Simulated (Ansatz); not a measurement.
Runs of Ansatz 0.2.0 on GaAs. It takes space group F-43m (No. 216, cubic). The conventional cell has a = 5.654 Å, b = 5.654 Å, c = 5.654 Å, α = 90.00°, β = 90.00°, γ = 90.00°. As (site symmetry -43m) has 4 Ga at 2.45 Å as nearest neighbours. Ga (site symmetry -43m) is surrounded by 4 As at 2.45 Å. 

```tsv
task	level	cell	cutoff (eV)	smearing	gap on the mesh (eV)	pressure (GPa)	relaxed volume (Å³/atom)
band structure	BLYP	as given	316	fermi-dirac 0.05 eV	(a)	(b)	-
relaxation of cell and atoms	BLYP+D3(BJ)	relaxed	-	fermi-dirac 0.05 eV	-	0.0	22.92
single point	LDA	as given	316	gaussian 0.05 eV	0.28	-1.9	-
relaxation of cell and atoms	BLYP+D4	relaxed	-	fermi-dirac 0.05 eV	-	0.0	22.86
```

Alike in all rows: potentials or basis all-electron LAPW, scalar-relativistic; no spin polarisation; k mesh 8 × 8 × 8; basis error allowed 0.001 eV/atom.

Fill in the values left out.

(a) 0.35; (b) 6.9.

A k mesh can miss the band edges, and the runs leave out spin-orbit coupling on As, Ga.

Runs at the PBE level aren't shown here.
